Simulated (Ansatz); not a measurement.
# TiC (Fm-3m) in Ansatz: further runs

Aim: see how the results for TiC move with the level of theory and the settings. Levels: PBE, PBE+D3(BJ), PBE+D4, PBEsol+D3(BJ), PBEsol+D4. Tasks: single point, relaxation of cell and atoms.

All numbers are computed with Ansatz 0.2.0; they aren't measurements. Logs are shortened: lines on timing, memory, paths and dates and some standing lists are left out, and cuts for length are marked.

### Step 1. The crystal as given

The structure is cubic, space group Fm-3m (No. 225). Conventional cell: a = 4.331 Å, b = 4.331 Å, c = 4.331 Å, α = 90.00°, β = 90.00°, γ = 90.00°. Ti (site symmetry m-3m) has 6 C at 2.17 Å as nearest neighbours. C (site symmetry m-3m) has 6 Ti at 2.17 Å as nearest neighbours.

The cell is a database's computed one.

### Step 2. Single point, PBE

Contents of input.yaml:

```yaml
crystal:
  lattice:
    - [0.0, 2.1657188437, 2.1657188437]
    - [2.1657188437, 0.0, 2.1657188437]
    - [2.1657188437, 2.1657188437, 0.0]
  atoms:
    - { symbol: Ti, position: [0.0, 0.0, 0.0] }
    - { symbol: C, position: [0.5, 0.5, 0.5] }
hamiltonian:
  xc: pbe
  pseudopotentials: { kind: paw }
kpoints:
  mp_grid: { grid: [11, 11, 11] }
scf:
  occupations: { method: gaussian, width: 0.028 }
output:
  forces: true
  stress: true
  eigenvalues: true
  write_density: true
  write_potential: true
  elf: true
  volumetric_format: npy
```

Potentials or basis: Ansatz PAW.

The run is started by

```
$ ansatz run input.yaml --threads 2 --pin off --max-ram 5632MiB --backend cpu --events-out ev --progress --plain --runs-dir out
```

The program printed:

```text
Warning: RAYON_NUM_THREADS=2 ignored (pool sized by the plan → 2); use --threads N
Engine: ansatz 0.2.0, aarch64-unknown-linux-gnu
Pseudopotentials: kind: paw
Pseudopotential: Ti, paw, valence charge 12, recommended cutoff 420 eV (normal), Ti.paw.azcp
Pseudopotential: C, paw, valence charge 4, recommended cutoff 420 eV (normal), C.paw.azcp
Functional definition: PBE
  parameter kappa = 0.804
  parameter beta = 0.06672455060314922
  exchange = pbe_x(kappa = kappa, mu = beta*pi^2/3)
  correlation = pbe_c(beta = beta)
Crystal: 2 atoms, lattice volume = 20.316 Å³
Basis set: ecut = 420 eV, 411 PW (Γ), exchange–correlation on 48×48×48 points (8 copies of the dense FFT grid, shifted against one another)
Bands: 12, of which v1, the nominal top of the filled ones, is band 8 counted from 1 (7 counted from 0)
Symmetry: 48 space group operations
Space group: Fm-3m (ITA 225), of the structure as read, at distance tolerance 2.7e-5 Å
k-points: 56 of 1331
Non-local potential: Ti, projectors of the file, l = 0: 3, l = 1: 2, l = 2: 3, l = 3: 1
Non-local potential: C, projectors of the file, l = 0: 2, l = 1: 2, l = 2: 1
PAW form: soft (Blöchl's): semilocal exchange-correlation on the pseudo side does not see the compensation charge
PAW one-centre angular grid: Ti, 590 points (default); XC on 64 Gauss nodes
PAW one-centre angular grid: C, 110 points (default); XC on 64 Gauss nodes
Initial density: superposition of atomic densities (neutral atoms: chi_scale 0, normalization atom), corrected by the library's trained network
Initial wavefunctions: pseudopotential atomic-orbital guess
Functional: x = pbe(κ = 0.804, μ = 0.2195149727645171), c = pbe(β = 0.06672455060314922)
SCF iter   1: F=—  HF=-2752.272142 eV  |F-HF|=—  |Δ(HF+E_count)|=         —  Δρ=3.58e-3  dr2=1.77e-3  ethr=1.77e-3  ⟨swp⟩=4.3  Hψ=3204  notcnv=0
preconditioner: auto → none  [insulator: Δε(μ)=0.217 eV  Ē_g=7.861 eV  σ=0.028 eV  W_gap=0.82  n_scr=8 (ndim 8)  ℏωp=23.3 eV  f_vac=0.000  D(μ)=0.79/eV (n_scr^D=8)  ε∞_Penn≈9.8]
SCF iter   2: F=—  HF=-2752.271580 eV  |F-HF|=—  |Δ(HF+E_count)|=   5.61e-4  Δρ=1.60e-3  dr2=2.88e-4  ethr=1.11e-5  ⟨swp⟩=1.5  Hψ=1170  notcnv=0
SCF iter   3: F=—  HF=-2752.271587 eV  |F-HF|=—  |Δ(HF+E_count)|=   7.17e-6  Δρ=1.32e-4  dr2=1.23e-6  ethr=1.80e-6  ⟨swp⟩=2.0  Hψ=751  notcnv=0
SCF iter   4: F=—  HF=-2752.271588 eV  |F-HF|=—  |Δ(HF+E_count)|=   5.93e-7  Δρ=1.46e-5  dr2=1.49e-8  ethr=7.70e-9  ⟨swp⟩=2.7  Hψ=1135  notcnv=0
iter 5 did not close the SCF: its close was put off for the readings that it lacked (scf_convergence_deferred on its scf_iter line)
SCF iter   5: F=-2752.271588 eV  HF=-2752.271588 eV  |F-HF|=4.99e-10  |Δ(HF+E_count)|=   9.64e-9  Δρ=2.74e-6  dr2=3.97e-10  ethr=9.34e-11  ⟨swp⟩=3.0  Hψ=1130  notcnv=0
SCF iter   6: F=-2752.271588 eV  HF=-2752.271588 eV  |F-HF|=5.91e-12  |Δ(HF+E_count)|=  5.83e-10  Δρ=3.97e-7  dr2=7.92e-12  ethr=2.48e-12  ⟨swp⟩=3.6  Hψ=2758  notcnv=0
SCF 1 converged in 6 iterations: F = -2752.271588 eV  dr2 = 7.92e-12
SCF converged after 6 iterations
Free energy (F): -2752.271588 eV
Harris-Foulkes:  -2752.271588 eV  (|F-HF|=5.91e-12)
Internal energy: -2752.271274 eV  (E = F + TS)
E sigma→0 (E₀):  -2752.271431 eV
Entropy (-TS):   -0.000314 eV (-0.157 meV/atom)
Fermi energy:    14.831798 eV
--- Per-component energies (eV) ---
  E_band       = -110.934816
  E_kinetic    = 362.331516
  E_local      = -775.370311  (includes V_loc(G=0)·N_el)
  E_nonlocal   = 31.951689
  E_hartree    = 314.735835
  E_xc         = -147.421965
  E_vxc        = -184.103562  (∫ρ·V_xc dr)
  E_paw        = -1145.234256  (= ΣΔE_a)
  E_vpaw       = -175.215954  (= ΣTr[D̂ρ^β])
  E_aug_tail   = 0.000150  (compensation charges beyond the density's cutoff)
  E_ewald      = -1393.263931
  E_smearing   = -0.000314  (= −TS)
  E_closure    = 0.000000  (closes the sum)
  Σ components = -2752.271588   (vs F -2752.271588, Δ=0.00e0)
--- Forces (eV/Å), atoms counted from 1 ---
  atom   1  Ti    -0.00000000     0.00000000    -0.00000000
  atom   2  C      0.00000000    -0.00000000     0.00000000
  max |Σ_I F_I| component: 6.77e-30 eV/Å
--- Stress (GPa, compression-positive) ---
        0.275938       0.000000      -0.000000
        0.000000       0.275938       0.000000
       -0.000000       0.000000       0.275938
  P = ⅓ Tr σ = 0.2759 GPa (2.759 kbar)
--- Band table (eV; the first three rows and the last of 56) ---
  k-point 0: bands = ["-41.8552", "-17.8892", "-17.8892", "-17.8892", "2.2931", "15.3912", "15.3912", "15.3912", "16.3683", "16.3683", "16.3683", "16.4169"]
  k-point 1: bands = ["-41.8494", "-17.9302", "-17.8930", "-17.8930", "2.4798", "14.5731", "14.8500", "14.8500", "15.7172", "15.7172", "16.7678", "17.8805"]
  k-point 2: bands = ["-41.8339", "-18.0390", "-17.9032", "-17.9032", "3.0152", "13.1319", "13.7138", "13.7138", "16.0615", "16.0615", "17.2058", "19.4313"]
  k-point 55: bands = ["-41.7583", "-18.2074", "-18.1854", "-18.0519", "5.1844", "11.3409", "11.4846", "12.2124", "17.2060", "17.6223", "18.3066", "19.9171"]
```

Wall time 0.88 s (2 threads of Arm Neoverse V1, shared host); peak memory 0.28 GiB.

What came out:

- Free energy: -2752.2716 eV
- Pressure: 0.3 GPa
- Band gap on the k mesh: none (metal or under the smearing width)

### Step 3. Relaxation of cell and atoms, PBE+D3(BJ)

input.yaml, as its differences from that of step 2:

```diff
@@ -11,2 +11,3 @@
   pseudopotentials: { kind: paw }
+  dispersion: d3bj
 kpoints:
@@ -14,3 +15,3 @@
 scf:
-  occupations: { method: gaussian, width: 0.028 }
+  occupations: { method: fermi_dirac, width: 0.05 }
 output:
@@ -18,3 +19,2 @@
   stress: true
-  eigenvalues: true
   write_density: true
@@ -23 +23,5 @@
   volumetric_format: npy
+relax:
+  f_tol: 0.01
+  max_steps: 40
+  cell: { stress_tol: 0.05 }
```

Potentials or basis: Ansatz PAW.

The run is started by

```
$ ansatz run input.yaml --threads 2 --pin off --max-ram 5632MiB --backend cpu --events-out ev --progress --plain --runs-dir out
```

The program printed:

```text
Warning: RAYON_NUM_THREADS=2 ignored (pool sized by the plan → 2); use --threads N
[... 9 set-up lines as earlier in the session ...]
Crystal: 2 atoms, lattice volume = 20.316 Å³
Basis set: ecut = 420 eV, 411 PW (Γ), exchange–correlation on 48×48×48 points (8 copies of the dense FFT grid, shifted against one another)
Bands: 12, of which v1, the nominal top of the filled ones, is band 8 counted from 1 (7 counted from 0)
[... 2 set-up lines as earlier in the session ...]
k-points: 56 of 1331
[... 8 set-up lines as earlier in the session ...]
SCF iter   1: F=—  HF=-2753.164659 eV  |F-HF|=—  |Δ(HF+E_count)|=         —  Δρ=3.58e-3  dr2=1.78e-3  ethr=1.77e-3  ⟨swp⟩=4.3  Hψ=3326  notcnv=0
[... 63 lines left out ...]
  E_nonlocal   = 32.089170
  E_hartree    = 309.839571
  E_xc         = -147.935880
  E_vxc        = -184.794969  (∫ρ·V_xc dr)
  E_paw        = -1145.442476  (= ΣΔE_a)
  E_vpaw       = -175.514783  (= ΣTr[D̂ρ^β])
  E_aug_tail   = 0.000143  (compensation charges beyond the density's cutoff)
  E_ewald      = -1406.287578
  E_disp       = -0.917281  (pairwise vdW)
  E_smearing   = -0.002367  (= −TS)
  E_closure    = 0.000000  (closes the sum)
  Σ components = -2753.176693   (vs F -2753.176693, Δ=0.00e0)
--- Forces (eV/Å), atoms counted from 1 ---
  atom   1  Ti    -0.00000000    -0.00000000    -0.00000000
  atom   2  C     -0.00000000    -0.00000000    -0.00000000
  max |Σ_I F_I| component: 1.25e-30 eV/Å
--- Stress (GPa, compression-positive) ---
       -0.016983      -0.000000      -0.000000
       -0.000000      -0.016983      -0.000000
       -0.000000      -0.000000      -0.016983
  P = ⅓ Tr σ = -0.0170 GPa (-0.170 kbar)
--- Band table (eV; the first three rows and the last of 56) ---
  k-point 0: bands = ["-41.2887", "-17.3087", "-17.3087", "-17.3087", "2.6487", "15.8847", "15.8847", "15.8847", "16.8883", "16.8883", "16.8883", "16.9611"]
  k-point 1: bands = ["-41.2822", "-17.3544", "-17.3129", "-17.3129", "2.8421", "15.0452", "15.3311", "15.3311", "16.2255", "16.2255", "17.3086", "18.4604"]
  k-point 2: bands = ["-41.2645", "-17.4754", "-17.3241", "-17.3241", "3.3959", "13.5784", "14.1621", "14.1621", "16.5839", "16.5839", "17.7711", "20.0626"]
  k-point 55: bands = ["-41.1787", "-17.6612", "-17.6369", "-17.4886", "5.5945", "11.7590", "11.9194", "12.6387", "17.7742", "18.2098", "18.9317", "20.6369"]
--- Relaxed structure (3 steps of the walk, 3 accepted, 1 SCFs on fresh bases) ---
  F+E_penalty+E_count = -2753.17669337 eV   max|allowed force component| = 1.643e-31 eV/Å   (the final SCF, on the basis selected at the relaxed cell)
  cell:  # Å, volume = 19.7567 Å³
    - [2.1992700499015555e-33, 2.145662093988493, 2.145662093988493]
    - [2.145662093988493, 6.623983642764268e-34, 2.145662093988493]
    - [2.145662093988493, 2.145662093988493, 1.3330568043093051e-33]
  atoms:
    - { symbol: Ti, position: [-1.3894996328161658e-36, 6.021165075538033e-36, 1.1579163606804118e-35] }
    - { symbol: C, position: [0.5, 0.5, 0.5] }
```

It took 2.6 s on 2 threads of Arm Neoverse V1, shared host; peak memory 0.3 GiB.

Results:

- Free energy: -2753.1767 eV
- Relaxed volume: 9.88 Å³/atom
- Relaxed cell: a = 3.034 Å, b = 3.034 Å, c = 3.034 Å, α = 60.00°, β = 60.00°, γ = 60.00°
- Space group after relaxing (to 0.05 Å): Fm-3m (No. 225)
- Energy gained by relaxing: 6.3 meV/atom
- Ionic steps: 4
- Pressure after relaxing: 0.0 GPa
- Band gap on the k mesh: none (metal or under the smearing width)

Step by step:
| step | energy change (eV) | largest force (eV/Å) | volume (Å³) |
| --- | --- | --- | --- |
| 1 | 0.0000 | 0.0000 | 20.32 |
| 2 | -0.0132 | 0.0000 | 19.82 |
| 3 | -0.0134 | 0.0000 | 19.76 |
| 4 | -0.0126 | 0.0000 | 19.76 |

Final structure:
```
CELL_PARAMETERS angstrom
0.00000 2.14566 2.14566
2.14566 0.00000 2.14566
2.14566 2.14566 0.00000
ATOMIC_POSITIONS crystal
Ti 0.00000 0.00000 0.00000
C 0.50000 0.50000 0.50000
```

Levels at points of the mesh, in eV from the Fermi level:
```
           k point  band 6  band 7  band 8  band 9  band 10  band 11
(0.00, 0.00, 0.00)    0.64    0.64    0.64    1.64     1.64     1.64
```

Caveat: the plane-wave basis is chosen anew once the cell has moved, so the energies of steps on either side of that aren't comparable; pairwise dispersion overbinds metals, which lowers pressure and volume.

(Continued in part 2 of 2.)
